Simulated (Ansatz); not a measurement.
C: ladder of functionals with exchange-only PBE+D3(BJ)

C:

```
CELL_PARAMETERS angstrom
1.23319 0.71198 8.28262
-1.23319 0.71198 8.28262
0.00000 -1.42396 8.28262
ATOMIC_POSITIONS crystal
C 0.08717 0.08717 0.08717
C 0.75385 0.75385 0.75385
C 0.24615 0.24615 0.24615
C 0.91283 0.91283 0.91283
```

This isn't the form of C at room conditions, which is graphite.

| Quantity | Value |
| --- | --- |
| Program | Ansatz 0.2.0 |
| Task | ladder of functionals |
| Functional | exchange-only PBE |
| Dispersion | D3(BJ) |
| Potentials or basis | Ansatz PAW |
| Cutoff | 420 eV (not typed: the program's choice for these potentials) |
| k mesh | 12 × 12 × 12 |
| Occupations | methfessel-paxton, width 0.1 eV |
| Spin | collinear spin, antiferromagnetic start |
| Starting moments | [0.5, -0.5, 0.5, -0.5] μB |

* Pressure: 10.5 GPa
* Largest force: 0.013 eV/Å
* Band gap on the k mesh: 0.19 eV, direct
* Net moment: 0.00 μB per cell
* Absolute moment: 0.00 μB per cell

Forces on the atoms (eV/Å):
```
C    0.000  0.000 -0.008
C    0.000  0.000 -0.013
C    0.000  0.000  0.013
C    0.000  0.000  0.008
```

Stress tensor (GPa, compression positive):
```
15.98  0.00  0.00
 0.00 15.98  0.00
 0.00  0.00 -0.58
```

Levels at points of the mesh, in eV from the valence-band top:
Spin up:
```
              k point  band 4  band 5  band 6  band 7  band 8  band 9  band 10  band 11  band 12  band 13
   (0.00, 0.00, 0.00)   -7.17   -3.01   -3.01   -3.01   -3.01    2.87     6.56     8.52     8.52     8.53
  (0.00, 0.00, -0.50)  -13.03   -6.34   -6.34   -2.43   -2.09    1.55     2.02     7.63     7.66    10.42
 (0.00, -0.50, -0.50)  -13.03   -6.34   -6.34   -2.36   -2.16    1.64     1.92     7.61     7.69    10.85
(-0.50, -0.50, -0.50)   -7.42   -3.01   -3.01   -3.01   -3.01    4.00     4.61     8.52     8.52     8.53
```
Spin down:
```
              k point  band 5  band 6  band 7  band 8  band 9  band 10  band 11  band 12
   (0.00, 0.00, 0.00)   -3.01   -3.01   -3.01   -3.01    2.87     6.56     8.52     8.52
  (0.00, 0.00, -0.50)   -6.34   -6.34   -2.43   -2.09    1.55     2.02     7.63     7.66
 (0.00, -0.50, -0.50)   -6.34   -6.34   -2.36   -2.16    1.64     1.92     7.61     7.69
(-0.50, -0.50, -0.50)   -3.01   -3.01   -3.01   -3.01    4.00     4.61     8.52     8.52
```

Run time: 37 s on 2 threads of Arm Neoverse V1, with other jobs on the host, peak memory 0.53 GiB.

Caveat: the pressure holds a Pulay correction of +0.5 GPa for the finite cutoff; the PAW data sets come from PBE, with cores solved anew for the run's functional, which leaves a small shift of forces and pressure; the dispersion damping was fitted for another functional or another form of the correction; the starting moments weren't kept. A k mesh can miss the band edges.
